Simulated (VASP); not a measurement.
# Pm (Fm-3m) in VASP: a series of runs

The runs below take Pm through single point, with LDA.

Everything below comes from runs of VASP 6.6.1. Logs are shortened: lines on timing, memory, paths and dates and some standing lists are left out, and cuts for length are marked.

## Step 1: Starting point

It takes space group Fm-3m (No. 225, cubic). The conventional cell has a = 5.168 Å, b = 5.168 Å, c = 5.168 Å, α = 90.00°, β = 90.00°, γ = 90.00°. Around Pm (site symmetry m-3m) lie 12 Pm at 3.65 Å.

This isn't the form of Pm at room conditions, which is double hcp.

## Step 2: Single point, LDA, collinear spin, ferromagnetic start

Input file INCAR:

```
PREC     = Accurate       # precision mode
ENCUT    = 450            # plane-wave cutoff, eV
EDIFF    = 1E-4           # SCF threshold, eV
ISMEAR   = -1             # smearing method
SIGMA    = 0.2            # smearing width, eV
LREAL    = F              # projectors in reciprocal space
LASPH    = T              # aspherical terms in the spheres
NELM     = 100            # most SCF steps
ALGO     = Normal         # electronic algorithm
ISIF     = 2              # what is computed and relaxed
LWAVE    = F              # write WAVECAR
LCHARG   = F              # write CHGCAR
ISPIN    = 2              # spin polarisation
MAGMOM   = 4              # initial moments
LORBIT   = 11             # projections on sites
LMAXMIX  = 6              # l up to which the mixer works
GGA      = CA             # functional
NBANDS   = 18             # bands
ADDGRID  = F
```

Input file KPOINTS:

```
Automatic mesh
0
Gamma
  5 5 5
```

Input file POSCAR:

```
Pm
1.0
   -0.0555010000      2.5655700000      2.5293400000
    2.5242190000     -0.0080540000      2.4818930000
    2.6229240000      2.6168280000     -0.1067590000
Pm
1
Direct
    0.0077670000      0.0042080000     -0.0216400000
```

Potentials or basis: VASP PAW PBE potentials, release 64 (Pm).

The run is started by

```sh
$ cat potpaw_PBE.64/Pm/POTCAR > POTCAR
$ mpirun -np 1 vasp_std > vasp.out
```

OUTCAR:

```text
PREC = Accurate
   ENCUT = 450
   EDIFF = 1E-4
   ISMEAR = -1
   LREAL = F
   LASPH = T
   NELM = 100
   ISIF = 2
   ISPIN = 2
   LORBIT = 11
   GGA = CA

 Found     63 irreducible k-points:

 Following reciprocal coordinates:
            Coordinates               Weight
  0.000000  0.000000  0.000000      1.000000
  0.200000  0.000000  0.000000      2.000000
  0.400000 -0.000000  0.000000      2.000000
  0.000000  0.200000 -0.000000      2.000000
  0.200000  0.200000  0.000000      2.000000
  0.400000  0.200000  0.000000      2.000000
   k-points           NKPTS =     63   k-points in BZ     NKDIM =     63   number of bands    NBANDS=     18
   number of dos      NEDOS =    301   number of ions     NIONS =      1
   total plane-waves  NPLWV =  18816
   dimension x,y,z NGX =    28 NGY =   24 NGZ =   28
   dimension x,y,z NGXF=    56 NGYF=   48 NGZF=   56
   ions per type =               1
   NGX,Y,Z   is equivalent  to a cutoff of  12.92, 11.27, 12.56 a.u.
   NGXF,Y,Z  is equivalent  to a cutoff of  25.84, 22.54, 25.12 a.u.
 SYSTEM =  unknown system
   PREC   = accura    normal or accurate (medium, high low for compatibility)
   ISTART =      0    job   : 0-new  1-cont  2-samecut
   ICHARG =      2    charge: 1-file 2-atom 10-const
   ISPIN  =      2    spin polarized calculation?
   LNONCOLLINEAR =      F non collinear calculations
   LSORBIT =      F    spin-orbit coupling
   LASPH  =      T    aspherical Exc in radial PAW
   ENCUT  =  450.0 eV  33.07 Ry    5.75 a.u.   6.23  6.12  6.41*2*pi/ulx,y,z
   NELM   =    100;   NELMIN=  2; NELMDL= -5     # of ELM steps
   EDIFF  = 0.1E-03   stopping-criterion for ELM
   LREAL  =      F    real-space projection
   EDIFFG = 0.1E-02   stopping-criterion for IOM
   NSW    =      0    number of steps for IOM
   IBRION =     -1    ionic relax: 0-MD 1-quasi-New 2-CG
[... 15 lines left out ...]
     AMIX_MAG =   1.60;   BMIX_MAG =  1.00
  volume/ion in A,a.u.               =      34.51       232.91
  Fermi-wavevector in a.u.,A,eV,Ry     =   1.240052  2.343359 20.922083  1.537730
  Thomas-Fermi vector in A             =   2.374509
   LORBIT       =     11    0 simple, 1 ext, 2 COOP (PROOUT), +10 PAW based schemes
[... 5 lines left out ...]
   LRPA    =     F    only Hartree local field effects (RPA)
 spin polarized calculation
  energy-cutoff  :      450.00
  volume of cell :       34.51
 maximum number of plane-waves:       757
 NGX is ok and might be reduce to    28

 number of electron      15.0000000 magnetization       5.0799219

 Free energy of the ion-electron system (eV)
  ---------------------------------------------------
  ext. energy  EPLUGINS =         0.00000000
  ---------------------------------------------------
  free energy    TOTEN  =        -8.46484575 eV

  energy without entropy =       -7.53836733  energy(sigma->0) =       -8.00160654

 E-fermi :   5.5647     XC(G=0): -10.0594

 val. band max:        5.5617873319   @ k =   0.4000   0.2000   0.2000
 cond. band min:       5.5651886893   @ k =  -0.0000  -0.2000   0.2000
 fundamental gap:      0.0034013574
 Fermi energy:         5.5646922901

 spin component 1

 k-point     1 :       0.0000    0.0000    0.0000
  band No.  band energies     occupation
      1     -32.8924      1.00000
      2     -12.9613      1.00000
      3     -12.9051      1.00000
      4     -12.8616      1.00000
      5       1.4340      1.00000
      6       5.1114      0.90605
[... 10 lines left out ...]
     17       9.8528      0.00000
     18      14.8912      0.00000

 k-point     2 :       0.2000    0.0000    0.0000
  band No.  band energies     occupation
      1     -32.8537      1.00000
      2     -13.3015      1.00000
      3     -12.9847      1.00000
      4     -12.9144      1.00000
      5       2.4423      1.00000
      6       5.0793      0.91887
[... 10 lines left out ...]
     17       9.6874      0.00000
     18      15.4634      0.00000

 k-point     3 :       0.4000   -0.0000    0.0000
  band No.  band energies     occupation
      1     -32.7903      1.00000
      2     -13.8694      1.00000
      3     -13.0406      1.00000
      4     -12.9960      1.00000
      5       3.5571      0.99996
      6       5.1633      0.88152
[... 10 lines left out ...]
     17      11.3399      0.00000
     18      14.2385      0.00000

 k-point     4 :       0.0000    0.2000   -0.0000
  band No.  band energies     occupation
      1     -32.8478      1.00000
      2     -13.2972      1.00000
      3     -13.0020      1.00000
      4     -12.9511      1.00000
      5       2.4976      1.00000
      6       5.0760      0.92010
[... 10 lines left out ...]
     17       9.5238      0.00000
     18      15.3946      0.00000

 k-point     5 :       0.2000    0.2000    0.0000
  band No.  band energies     occupation
      1     -32.8363      1.00000
      2     -13.2859      1.00000
      3     -13.0669      1.00000
      4     -13.0365      1.00000
      5       2.8303      1.00000
      6       4.9832      0.94821
[... 10 lines left out ...]
     17      10.2191      0.00000
     18      17.3686      0.00000

 k-point     6 :       0.4000    0.2000    0.0000
  band No.  band energies     occupation
      1     -32.7816      1.00000
      2     -13.6806      1.00000
      3     -13.1827      1.00000
      4     -13.1420      1.00000
      5       4.0839      0.99939
      6       5.0617      0.92517
[... 10 lines left out ...]
     17      11.3961      0.00000
     18      15.4562      0.00000

 [... further k-points ...]

 spin component 2

 k-point     1 :       0.0000    0.0000    0.0000
  band No.  band energies     occupation
      1     -30.9379      1.00000
      2     -11.3988      1.00000
      3     -11.3306      1.00000
      4     -11.2799      1.00000
      5       2.1293      1.00000
      6       7.6794      0.00003
[... 10 lines left out ...]
     17      10.7684      0.00000
     18      15.8936      0.00000

 k-point     2 :       0.2000    0.0000    0.0000
  band No.  band energies     occupation
      1     -30.8936      1.00000
      2     -11.7812      1.00000
      3     -11.4231      1.00000
      4     -11.3383      1.00000
      5       3.1710      0.99999
      6       6.9469      0.00100
[... 10 lines left out ...]
     17      10.6824      0.00000
     18      16.2708      0.00000

 k-point     3 :       0.4000   -0.0000    0.0000
  band No.  band energies     occupation
      1     -30.8207      1.00000
      2     -12.4152      1.00000
      3     -11.4853      1.00000
      4     -11.4288      1.00000
      5       4.3013      0.99820
      6       7.4189      0.00009
[... 10 lines left out ...]
     17      12.3756      0.00000
     18      15.1559      0.00000

 k-point     4 :       0.0000    0.2000   -0.0000
  band No.  band energies     occupation
      1     -30.8869      1.00000
      2     -11.7721      1.00000
      3     -11.4435      1.00000
      4     -11.3807      1.00000
      5       3.2220      0.99999
      6       7.0164      0.00070
[... 10 lines left out ...]
     17      10.5383      0.00000
     18      16.1796      0.00000

 k-point     5 :       0.2000    0.2000    0.0000
  band No.  band energies     occupation
      1     -30.8739      1.00000
      2     -11.7622      1.00000
      3     -11.5139      1.00000
      4     -11.4774      1.00000
      5       3.5640      0.99995
      6       6.4808      0.01014
[... 10 lines left out ...]
     17      11.1928      0.00000
     18      18.0906      0.00000

 k-point     6 :       0.4000    0.2000    0.0000
  band No.  band energies     occupation
      1     -30.8109      1.00000
      2     -12.2042      1.00000
      3     -11.6395      1.00000
      4     -11.5982      1.00000
      5       4.8401      0.97400
      6       6.2571      0.03041
[... 10 lines left out ...]
     17      12.4200      0.00000
     18      16.3688      0.00000

 [... further k-points ...]
[... 5 lines left out ...]
  --------------------------------------------------------------------------------------
  -------------------------------------------------------------------------------------
  Total       -0.6406670     -0.6443154     -0.6134544     -0.0576098      0.0808663      0.2075893
  in kB      -29.7404259    -29.9097899    -28.4771894     -2.6743058      3.7538974      9.6365113
  external PRESSURE =     -29.3758017 kB  Pullay stress =       0.0000000 kB

 VOLUME and BASIS-vectors are now :
 -----------------------------------------------------------------------------
  energy-cutoff  :      450.00
  volume of cell :       34.51
      direct lattice vectors                 reciprocal lattice vectors
    -0.055501000  2.565570000  2.529340000    -0.188150331  0.196421533  0.191996440
     2.524219000 -0.008054000  2.481893000     0.199708474 -0.192047705  0.199180755
     2.622924000  2.616828000 -0.106759000     0.185079531  0.188976904 -0.187622612

 POSITION                                       TOTAL-FORCE (eV/Angst)
 -----------------------------------------------------------------------------------
      2.57635      2.58009     -0.07436         0.000000      0.000000      0.000000
 -----------------------------------------------------------------------------------
    total drift:                                0.000006      0.000001     -0.000001

  FREE ENERGIE OF THE ION-ELECTRON SYSTEM (eV)
  ---------------------------------------------------
  free  energy   TOTEN  =        -8.4648457503 eV

  energy  without entropy=       -7.5383673317  energy(sigma->0) =       -8.00160654

 total charge

# of ion       s       p       d       f       tot
--------------------------------------------------
    1        2.046   5.476   0.498   4.390  12.409

 magnetization (x)

# of ion       s       p       d       f       tot
--------------------------------------------------
    1       -0.001   0.025   0.161   4.372   4.558
```

It took 29 s on 1 thread of Intel Xeon 6975P-C (Granite Rapids), shared host; peak memory 0.18 GiB.

These settings aren't checked as converged: the numbers below hold their error.

What came out:

```yaml
Free_energy: -8.4648 eV
Pressure: -2.9 GPa
Band_gap_on_the_k_mesh: none (metal or under the smearing width)
Net_moment: 5.08 μB per cell
Site_moments: Pm +4.56 μB
Valence_electrons_inside_the_program's_atomic_spheres: Pm 12.41
```

Caveat: the k mesh is coarse (spacing up to 0.43 Å⁻¹), so the values aren't converged; the magnetic or orbital state may not be the lowest; the PAW data sets were made with another functional, which shifts forces and pressure a little; spin-orbit coupling is left out, which moves the levels of the heavy elements.

## Step 3: Single point, LDA, collinear spin, ferromagnetic start

This run uses another cell than the first one, of the same volume but with other edges.

INCAR, as its differences from that of step 2:

```diff
@@ -2,3 +2,3 @@
 ENCUT    = 450            # plane-wave cutoff, eV
-EDIFF    = 1E-4           # SCF threshold, eV
+EDIFF    = 1E-5           # SCF threshold, eV
 ISMEAR   = -1             # smearing method
```

KPOINTS is that of step 2.

Input file POSCAR:

```
Pm
1.0
    0.0000000000      2.5841748100      2.5841748100
    2.5841748100      0.0000000000      2.5841748100
    2.5841748100      2.5841748100      0.0000000000
Pm
1
Direct
    0.0000000000      0.0000000000      0.0000000000
```

Potentials or basis: VASP PAW PBE potentials, release 64 (Pm).

The run is started by

```sh
$ cat potpaw_PBE.64/Pm/POTCAR > POTCAR
$ mpirun -np 1 vasp_std > vasp.out
```

It took 8.1 s on 1 thread of Intel Xeon 6975P-C (Granite Rapids), shared host; peak memory 0.15 GiB.

The run converged, but some of its settings lie outside the range that counts as converged, so its numbers aren't taken as properties of the crystal.

What came out:

```
Free energy                                           : -8.4736 eV
Pressure                                              : -3.6 GPa
Band gap on the k mesh                                : none (metal or under the smearing width)
Net moment                                            : 5.08 μB per cell
Site moments                                          : Pm +4.56 μB
Valence electrons inside the program's atomic spheres : Pm 12.41
```

Caveat: the k mesh is coarse (spacing up to 0.42 Å⁻¹), so the values aren't converged; the magnetic or orbital state may not be the lowest; the PAW data sets were made with another functional, which shifts forces and pressure a little; spin-orbit coupling is left out, which moves the levels of the heavy elements.

## Step 4: Single point, LDA, collinear spin, ferromagnetic start

INCAR is that of step 3.

KPOINTS is that of step 3.

Input file POSCAR:

```
Pm
1.0
   -0.0555010000      2.5655700000      2.5293400000
    2.5242190000     -0.0080540000      2.4818930000
    2.6229240000      2.6168280000     -0.1067590000
Pm
1
Direct
    0.0077670000      0.0042080000     -0.0216400000
```

The run is started by

```sh
$ cat potpaw_PBE.64/Pm/POTCAR > POTCAR
$ mpirun -np 1 vasp_std > vasp.out
```

It took 32 s on 1 thread of Intel Xeon 6975P-C (Granite Rapids), shared host; peak memory 0.18 GiB.

The run converged, but some of its settings lie outside the range that counts as converged, so its numbers aren't taken as properties of the crystal.

Results:

```yaml
Free_energy: -8.4648 eV
Pressure: -2.7 GPa
Band_gap_on_the_k_mesh: none (metal or under the smearing width)
Net_moment: 5.08 μB per cell
Site_moments: Pm +4.56 μB
Valence_electrons_inside_the_program's_atomic_spheres: Pm 12.41
```

Caveat: the k mesh is coarse (spacing up to 0.43 Å⁻¹), so the values aren't converged; the magnetic or orbital state may not be the lowest; the PAW data sets were made with another functional, which shifts forces and pressure a little; spin-orbit coupling is left out, which moves the levels of the heavy elements.

## Step 5: Single point, LDA, collinear spin, ferromagnetic start

This run uses another cell than the first one, of the same volume but with other edges.

INCAR, as its differences from that of step 4:

```diff
@@ -2,3 +2,3 @@
 ENCUT    = 450            # plane-wave cutoff, eV
-EDIFF    = 1E-5           # SCF threshold, eV
+EDIFF    = 1E-6           # SCF threshold, eV
 ISMEAR   = -1             # smearing method
@@ -18,2 +18,2 @@
 NBANDS   = 18             # bands
-ADDGRID  = F
+ADDGRID  = T
```

KPOINTS is that of step 4.

Input file POSCAR:

```
Pm
1.0
    0.0000000000      2.5841748100      2.5841748100
    2.5841748100      0.0000000000      2.5841748100
    2.5841748100      2.5841748100      0.0000000000
Pm
1
Direct
    0.0000000000      0.0000000000      0.0000000000
```

Potentials or basis: VASP PAW PBE potentials, release 64 (Pm).

The run is started by

```sh
$ cat potpaw_PBE.64/Pm/POTCAR > POTCAR
$ mpirun -np 1 vasp_std > vasp.out
```

OUTCAR:

```text
PREC = Accurate
   ENCUT = 450
   EDIFF = 1E-6
   ISMEAR = -1
   LREAL = F
   LASPH = T
   NELM = 100
   ISIF = 2
   ISPIN = 2
   LORBIT = 11
   GGA = CA

 Found     10 irreducible k-points:

 Following reciprocal coordinates:
            Coordinates               Weight
  0.000000  0.000000  0.000000      1.000000
  0.200000  0.000000  0.000000      8.000000
  0.400000  0.000000  0.000000      8.000000
  0.200000  0.200000  0.000000      6.000000
  0.400000  0.200000  0.000000     24.000000
 -0.400000  0.200000  0.000000     24.000000
   k-points           NKPTS =     10   k-points in BZ     NKDIM =     10   number of bands    NBANDS=     18
   number of dos      NEDOS =    301   number of ions     NIONS =      1
[... 338 lines left out ...]
  Total       -0.5592070     -0.5592070     -0.5592070     -0.0000000      0.0000000     -0.0000000
  in kB      -25.9589758    -25.9589758    -25.9589758     -0.0000000      0.0000000     -0.0000000
  external PRESSURE =     -25.9589758 kB  Pullay stress =       0.0000000 kB

 VOLUME and BASIS-vectors are now :
 -----------------------------------------------------------------------------
  energy-cutoff  :      450.00
  volume of cell :       34.51
      direct lattice vectors                 reciprocal lattice vectors
     0.000000000  2.584174810  2.584174810    -0.193485363  0.193485363  0.193485363
     2.584174810  0.000000000  2.584174810     0.193485363 -0.193485363  0.193485363
     2.584174810  2.584174810  0.000000000     0.193485363  0.193485363 -0.193485363

 POSITION                                       TOTAL-FORCE (eV/Angst)
 -----------------------------------------------------------------------------------
      0.00000      0.00000      0.00000         0.000000      0.000000      0.000000
 -----------------------------------------------------------------------------------
    total drift:                               -0.000000     -0.000000     -0.000000

  FREE ENERGIE OF THE ION-ELECTRON SYSTEM (eV)
  ---------------------------------------------------
  free  energy   TOTEN  =        -8.4735684667 eV

  energy  without entropy=       -7.5464103215  energy(sigma->0) =       -8.00998939

 total charge

# of ion       s       p       d       f       tot
--------------------------------------------------
    1        2.046   5.476   0.495   4.390  12.408

 magnetization (x)

# of ion       s       p       d       f       tot
--------------------------------------------------
    1       -0.001   0.026   0.160   4.373   4.558
```

stdout:

```text
POSCAR found type information on POSCAR Pm
 POSCAR found :  1 types and       1 ions
 scaLAPACK will be used
 -----------------------------------------------------------------------------
|                                                                             |
|                                                                             |
|     You enforced a specific xc type in the INCAR file but a different       |
|     I HOPE YOU KNOW WHAT YOU ARE DOING!                                     |
|                                                                             |
 -----------------------------------------------------------------------------

 LDA part: xc-table for (Slater(with rela. corr.)+CA(PZ))
 , standard interpolation
 POSCAR, INCAR and KPOINTS ok, starting setup
 FFT: planning ... GRIDC
 FFT: planning ... GRID_SOFT
 FFT: planning ... GRID
 WAVECAR not read
 entering main loop
```

It took 19 s on 1 thread of Intel Xeon 6975P-C (Granite Rapids), shared host; peak memory 0.25 GiB.

The run converged, but some of its settings lie outside the range that counts as converged, so its numbers aren't taken as properties of the crystal.

What came out:

| Quantity | Value |
| --- | --- |
| Free energy | -8.4736 eV |
| Pressure | -2.6 GPa |
| Band gap on the k mesh | none (metal or under the smearing width) |
| Net moment | 5.08 μB per cell |
| Site moments | Pm +4.56 μB |
| Valence electrons inside the program's atomic spheres | Pm 12.41 |

Caveat: the k mesh is coarse (spacing up to 0.42 Å⁻¹), so the values aren't converged; the magnetic or orbital state may not be the lowest; the PAW data sets were made with another functional, which shifts forces and pressure a little; spin-orbit coupling is left out, which moves the levels of the heavy elements.

## Step 6: For comparison

An earlier run on the cell as given: functional PBE; potentials or basis VASP PAW PBE potentials, release 64 (Pm); cutoff 520 eV; k mesh 9 × 9 × 9; occupations fermi-dirac, width 0.05 eV; collinear spin, ferromagnetic start; starting moments [4.0] μB.

* Pressure: 1.1 GPa
* Band gap on the k mesh: none (metal or under the smearing width)
* Net moment: 5.45 μB per cell
* Site moments: Pm +4.67 μB
* Valence electrons inside the program's atomic spheres: Pm 12.42
